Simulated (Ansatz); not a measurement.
**Band structure of AlAs**

```
Al As
1.0
     0.00000    2.86426    2.86426
     2.86426    0.00000    2.86426
     2.86426    2.86426    0.00000
Al As
1 1
Direct
  0.00000 0.00000 0.00000
  0.25000 0.25000 0.25000
```

Atoms are numbered in the order listed.

Conventional cell: a = 5.729 Å, b = 5.729 Å, c = 5.729 Å, α = 90.00°, β = 90.00°, γ = 90.00°. Al (atom 1) is surrounded by 4 As at 2.48 Å. Around As (atom 2) lie 4 Al at 2.48 Å.

The cell was built from the zincblende type and relaxed in the same program, and has space group F-43m; it needn't be a known or the stable phase.

Computed with Ansatz 0.2.0, DFT, PBE, all-electron LAPW, Dirac equation with spin-orbit coupling.

Numerical set-up: a Γ-centred 11×11×11 k mesh, Fermi–Dirac smearing of 0.08 eV, basis error target 1 meV/atom, no spin polarisation.

Points in fractions of the reciprocal vectors of this cell: Γ (0, 0, 0), X (-0.5, -0.5, 0), U (-0.375, -0.375, 0.25), K (-0.375, 0, 0.375), L (0, 0, 0.5), W (-0.5, -0.25, 0.25). The path joins them by straight lines in the order Γ–X–U–K–Γ–L–W–X; legs that retrace an earlier one aren't tabulated. Energies are in eV from the top of the valence band.

(1) Metal or insulator at this level of theory?

(2) Tabulate bands 32 to 37, counted from the lowest band of the run, along the path.

Results:

(1) An insulator or semiconductor: gap 1.41 eV, indirect from Γ to X (-0.5, -0.5, 0).

(2) 
```csv
k (1/Å),point,band 32,band 33,band 34,band 35,band 36,band 37
0.00,Γ,0.00,0.00,0.00,1.68,1.68,4.12
0.22,,-0.50,-0.34,-0.34,2.76,2.76,3.71
0.44,,-1.14,-0.99,-0.99,2.89,2.89,3.78
0.66,,-1.73,-1.60,-1.60,2.13,2.13,3.18
0.88,,-2.12,-1.99,-1.99,1.60,1.60,2.45
1.10,X,-2.25,-2.13,-2.13,1.41,1.41,2.20
1.17,,-2.30,-2.15,-2.14,1.49,1.49,2.30
1.25,,-2.53,-2.12,-2.12,1.66,1.67,2.63
1.33,,-2.83,-2.05,-2.05,1.82,1.83,3.20
1.41,,-3.11,-1.96,-1.95,1.98,1.99,3.94
1.48,U,-3.32,-1.83,-1.83,2.16,2.17,4.77
1.62,,-3.32,-1.97,-1.94,2.61,2.63,5.22
1.75,,-3.22,-2.25,-2.20,3.56,3.60,4.99
1.89,,-3.22,-2.25,-2.20,3.56,3.60,4.99
2.02,,-3.32,-1.97,-1.94,2.61,2.63,5.22
2.16,K,-3.32,-1.83,-1.83,2.16,2.17,4.77
2.39,,-3.28,-1.34,-1.34,2.80,2.81,6.21
2.62,,-2.50,-0.78,-0.78,3.38,3.40,5.19
2.85,,-1.43,-0.35,-0.35,3.30,3.34,4.44
3.09,,-0.49,-0.13,-0.12,2.61,2.64,4.12
3.32,Γ,0.00,0.00,0.00,1.68,1.68,4.12
3.51,,-0.28,-0.11,-0.11,2.36,2.36,4.30
3.70,,-0.52,-0.34,-0.34,2.50,2.50,4.65
3.89,,-0.76,-0.59,-0.59,2.23,2.23,4.75
4.08,,-0.92,-0.75,-0.75,2.00,2.00,4.63
4.27,L,-0.98,-0.81,-0.81,1.92,1.92,4.56
4.42,,-1.40,-1.00,-0.98,2.42,2.44,4.35
4.58,,-2.27,-1.35,-1.32,3.18,3.22,4.11
4.73,,-2.96,-1.87,-1.82,3.66,3.73,4.25
4.89,,-3.20,-2.44,-2.39,3.99,4.04,4.79
5.05,W,-3.08,-2.79,-2.79,4.22,4.22,5.31
5.15,,-3.00,-2.75,-2.74,3.64,3.65,4.54
5.26,,-2.78,-2.61,-2.60,2.81,2.81,3.64
5.37,,-2.52,-2.41,-2.41,2.09,2.09,2.89
5.48,,-2.32,-2.21,-2.21,1.59,1.59,2.38
5.59,X,-2.25,-2.13,-2.13,1.41,1.41,2.20
```
